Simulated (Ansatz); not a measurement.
# Au in Ansatz: the effect of functional

The system is Au.

```xyz
1
Lattice="2.7484 0.0000 0.0000 0.0000 2.7484 0.0000 0.0000 0.0000 2.7484" Properties=species:S:1:pos:R:3 pbc="T T T"
Au    1.3742    1.3742    1.3742
```

The cell was built by a generator and needn't be a form met in nature.

Alike in all runs:

| Property | Result |
| --- | --- |
| Program | Ansatz 0.2.0 |
| Task | band structure |
| Potentials or basis | Ansatz PAW |
| k mesh | 10 × 10 × 10 |
| Occupations | fermi-dirac, width 0.05 eV |
| Spin | no spin polarisation |

**Question.** One run gave: pressure -10.0 GPa. Which functional did it use?
A. BLYP
B. r2SCAN
C. revPBE
D. LDA
E. PBEsol

**Answer.** D.

```tsv
functional	cutoff	pressure (GPa)
LDA	420 eV (not typed: the program's choice for these potentials)	-10.0
PBEsol	420 eV (not typed: the program's choice for these potentials)	-6.3
RPBE	420 eV (not typed: the program's choice for these potentials)	3.6
revPBE	420 eV (not typed: the program's choice for these potentials)	2.6
BLYP	420 eV (not typed: the program's choice for these potentials)	7.6
r2SCAN	500 eV (not typed: the program's choice for these potentials)	-3.3
```

Caveats: the PAW data sets come from PBE, with cores solved anew for the run's functional, which leaves a small shift of forces and pressure.

Runs at the PBE level aren't shown here.
